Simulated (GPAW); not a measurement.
Crystal: AlN.

```
Al N
1.0
     0.00000    2.18399    2.18399
     2.18399    0.00000    2.18399
     2.18399    2.18399    0.00000
Al N
1 1
Direct
  0.00000 0.00000 0.00000
  0.75000 0.75000 0.75000
```

Measurements of this composition are mostly on another form, of space group No. 186.

Base run:

```yaml
Program: GPAW 26.7.0
Functional: SCAN
Potentials_or_basis: GPAW PAW data sets (gpaw-data 1.2.1)
Cutoff: 800 eV
Basis: pw
k_mesh: 10 × 10 × 10
Occupations: fermi-dirac, width 0.05 eV
Spin: no spin polarisation
```

Its results: band gap on the k mesh 3.94 eV, indirect (least direct gap 4.90 eV); pressure -0.2 GPa.

Question: The run is repeated on the same cell with these changes: functional from SCAN to mBEEF. What comes out?

Answer: Band gap on the k mesh 4.11 eV, indirect (least direct gap 5.01 eV); pressure -0.2 GPa.

Caveats: the PAW data sets were made with another functional, which shifts forces and pressure a little.
